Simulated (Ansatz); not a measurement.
This log comes from Ansatz, run on CaO in the rocksalt structure. Cell and atoms come from a relaxation with r2SCAN.

The cell given to it:
```xyz
2
Lattice="0.0000 2.3976 2.3976 2.3976 0.0000 2.3976 2.3976 2.3976 0.0000" Properties=species:S:1:pos:R:3 pbc="T T T"
Ca    0.0000    0.0000    0.0000
O     2.3976    2.3976    2.3976
```

Main lines of the log:
```
Crystal: 2 atoms, lattice volume = 27.563 Å³
Basis set: ecut = 420 eV, 537 PW (Γ)
Bands: 12, of which v1, the nominal top of the filled ones, is band 8 counted from 1 (7 counted from 0)
Symmetry: 48 space group operations
Space group: Fm-3m (ITA 225)
k-points: 16 of 216
[warm-up without exact exchange]
SCF 1 stopped early in 2 iterations: F = -2387.718475 eV  dr2 = 1.29e-5
[exact exchange on]
Exchange kernel: α = 0.2500, full range, Wigner–Seitz truncation, v(0) = 11387.7176 eV·Å³, q-mesh 6×6×6
preconditioner: auto → none  [insulator: Δε(μ)=6.266 eV  ℏωp=26.5 eV]
SCF 2 stopped early in 6 iterations: F = -2388.645852 eV  dr2 = 9.04e-6
hybrid outer 1: dexx = +1.066e-2 eV, tail = 3.70e-5 eV
SCF 3 converged in 3 iterations: F = -2388.645968 eV  dr2 = 1.02e-8
hybrid outer 2: dexx = +8.086e-7 eV, tail = 3.12e-8 eV, Δε = 4.71e-3 eV
hybrid SCF converged: 2 outer / 9 inner (+2 warm-up)
Free energy (F): -2388.645968 eV
Fermi energy:    6.314492 eV
--- Per-component energies (eV) ---
  E_band       = -138.307947
  E_kinetic    = 457.337640
  E_local      = -886.934377
  E_nonlocal   = 110.076733
  E_hartree    = 294.524396
  E_xc         = -164.505172
  E_vxc        = -206.927804
  E_exx        = -54.998388
  E_paw        = -1011.386531
  E_vpaw       = -90.914837
  E_ewald      = -1132.592060
  E_core_change = -0.170616
--- G₀W₀: contour deformation, 6 samples at zero and on the imaginary axis and 2 off it, 216 q-points, 151 empty bands' worth ---
    ik  band        ε_KS         Σx   Σc(E_QP)       V_xc       Z   E_QP_lin       E_QP  E_QP is
     0     7      6.3145   -25.5283     3.6014   -21.7543  0.8014     6.1417     6.1420  root
     0     8      6.3145   -25.5283     3.6014   -21.7543  0.8014     6.1417     6.1420  root
     0     9     13.3415    -7.3187    -3.6802   -11.2335  0.8656    13.5764    13.5761  root
     0    10     15.2954    -7.1486    -4.4661   -12.6690  0.8550    16.3574    16.3497  root
     1     7      5.9479   -25.0320     3.5882   -21.2583  0.8008     5.7622     5.7625  root
     1     8      5.9479   -25.0320     3.5882   -21.2583  0.8008     5.7622     5.7625  root
     1     9     14.5103    -7.9092    -3.7369   -11.9506  0.8587    14.8152    14.8146  root
     1    10     15.2120    -7.4627    -4.3204   -12.7305  0.8521    16.1656    16.1595  root
     4     7      6.1145   -25.2537     3.5873   -21.4747  0.8016     5.9226     5.9230  root
     4     8      6.1145   -25.2537     3.5873   -21.4747  0.8016     5.9226     5.9230  root
     4     9     14.3075    -6.4437    -4.2543   -11.5531  0.8605    15.1673    15.1626  root
     4    10     14.5678    -7.8608    -3.8058   -12.0317  0.8590    14.9336    14.9329  root
     5     7      5.5482   -24.5474     3.5783   -20.7477  0.8006     5.3264     5.3268  root
     5     8      5.7251   -24.8388     3.5959   -21.0339  0.8006     5.5158     5.5161  root
     5     9     14.1841    -6.6625    -4.1499   -11.6029  0.8591    14.9786    14.9747  root
     5    10     16.0475    -8.3376    -4.0280   -12.8866  0.8498    16.5702    16.5685  root
     7     7      5.1031   -24.2747     3.6546   -20.4039  0.7971     4.8864     4.8868  root
     7     8      5.2918   -24.2794     3.5757   -20.4552  0.8006     5.0428     5.0433  root
     7     9     15.6296    -7.9428    -4.2699   -13.0905  0.8459    16.5130    16.5074  root
     7    10     16.4159    -8.4662    -4.2864   -13.5480  0.8416    17.2161    17.2113  root
     8     7      5.4305   -24.5201     3.6204   -20.7003  0.7986     5.2307     5.2311  root
     8     8      5.8286   -24.7601     3.5451   -20.9963  0.8023     5.6096     5.6099  root
     8     9     15.0000    -7.3582    -4.2324   -12.4645  0.8525    15.8791    15.8739  root
     8    10     15.5992    -8.2245    -3.9384   -12.6306  0.8528    16.0683    16.0669  root
     9     7      5.9129   -25.1887     3.6124   -21.3590  0.8013     5.6952     5.6956  root
     9     8      5.9129   -25.1887     3.6124   -21.3590  0.8013     5.6952     5.6956  root
     9     9     12.9154    -5.9193    -4.0020   -10.5981  0.8666    13.5948    13.5922  root
     9    10     16.3281    -8.0955    -4.2459   -13.0450  0.8525    17.0349    17.0317  root
    10     7      5.3928   -24.4873     3.5914   -20.6390  0.8008     5.1354     5.1360  root
    10     8      5.6631   -24.9715     3.6290   -21.1193  0.8002     5.4395     5.4399  root
    10     9     13.2825    -6.5355    -3.9703   -11.2055  0.8623    13.9850    13.9822  root
    10    10     17.2988    -8.8787    -4.5379   -14.4332  0.8418    18.3236    18.3155  root
    12     7      5.8858   -25.2918     3.6333   -21.4327  0.8011     5.6596     5.6600  root
    12     8      5.8858   -25.2918     3.6333   -21.4327  0.8011     5.6596     5.6600  root
    12     9     12.3691    -5.8019    -3.9094   -10.3363  0.8686    12.9963    12.9942  root
    12    10     17.2875    -9.4628    -4.6343   -15.3449  0.8461    18.5466    18.5352  root
  […]
```

The points are ik 0 = (0, 0, 0) (Γ), ik 1 = (0, 0, 1/6), ik 4 = (0, 1/6, 1/6), ik 5 = (0, 1/6, 1/3), ik 7 = (0, 1/6, -1/3), ik 8 = (0, 1/6, -1/6), ik 9 = (0, 1/3, 1/3), ik 10 = (0, 1/3, -1/2), ik 12 = (0, -1/2, -1/2), ik 14 = (1/6, 1/3, -1/3); band 8 is the last filled one.

**Question.** Write the input file that gave this output.

**Answer.**
```yaml
crystal:
  # lattice and atoms as above
kpoints:
  mp_grid: { grid: [6, 6, 6] }
hamiltonian:
  xc: pbe0
scf:
  occupations: { method: fixed }
gw:
  n_empty_bands: 151
  ecut_chi: 180
  qp_bands: [v2, c2]
  qp_kpoints: band_edges
  screening: { model: contour_deformation }
```
The exchange loop and the term E_exx show exact exchange. The quasiparticle table needs the gw block. The lines shown narrow the functional down without fixing it; this is the one that was run. This is the file that was run; thresholds and some counts can't be read off the log exactly.

It took 14 s on 1 × NVIDIA H100 80GB HBM3 with 2 threads of AMD EPYC 7R13 Processor (Zen 3) (shared host), load about 2.5 per core; peak host memory 1.5 GiB.

Spin-unpolarised throughout; all numbers are computed.
